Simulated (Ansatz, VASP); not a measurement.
**F in VASP and in Ansatz**

```
F
1.0
     0.00000    1.43945    1.43945
     1.43945    0.00000    1.43945
     1.43945    1.43945    0.00000
F
1
Cartesian
  0.0000 0.0000 0.0000
```

Change from the starting cell: volume scaled by 0.58, LAPW.

Alike in both runs: task single point; functional PBE; k mesh 17 × 17 × 17; occupations fermi-dirac, width 0.1 eV; no spin polarisation.

```csv
,VASP,Ansatz
version,VASP 6.6.1,Ansatz 0.2.0
potentials or method,"VASP PAW PBE potentials, release 64 (F), cutoff 520 eV","all-electron LAPW, scalar-relativistic"
```

Ansatz gave:

- pressure (GPa): 110.8

Q: What did VASP give for the same quantities?

A: Pressure (GPa): 109.7.

Ansatz ran all-electron here, so the differences hold the error of VASP's frozen core and of both bases.

Caveats: the cell as given lies far from equilibrium; so large a pressure means that the cell lies far from this level's equilibrium, or that cutoff or potentials fall short (VASP); an odd number of electrons without spin polarisation forces a metal; a magnetic or distorted state may lie lower.
